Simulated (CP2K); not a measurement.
Crystal: PbS (Galena).

```
Pb S
1.0
     4.19420    0.00000    0.00000
     2.09710    3.63229    0.00000
     2.09710    1.21076    3.42455
Pb S
1 1
Direct
  0.00000 0.00000 0.00000
  0.50000 0.50000 0.50000
```

Base run:

* Program: CP2K 2026.2
* Functional: AM05
* Potentials or basis: POTENTIAL_UZH Pb GTH-PBE-q4, S GTH-PBE-q6; TZVP-MOLOPT-PBE-GTH basis
* Density cutoff: 9184 eV
* k mesh: 8 × 8 × 8
* Occupations: fermi-dirac, width 0.05 eV
* Spin: no spin polarisation

Its results: band gap on the k mesh 0.13 eV, direct; pressure 1.6 GPa.

Q: After a change of settings the same cell gave: band gap on the k mesh 0.25 eV, direct; pressure 3.0 GPa. Which change was it?
A. functional from AM05 to optB88-vdW
B. functional from AM05 to PW91
C. functional from AM05 to HLE17
D. functional from AM05 to PBEsol

A: B.

PW91 binds less tightly than AM05, so the same cell stands under more pressure.

Caveats: the potentials were made for another functional, which shifts forces and pressure; spin-orbit coupling is left out, which as a rule narrows the gap of such compounds by several tenths of an eV; the basis of atomic orbitals isn't converged, which shifts pressures, moduli and gaps.

Runs at the PBE level aren't shown here.
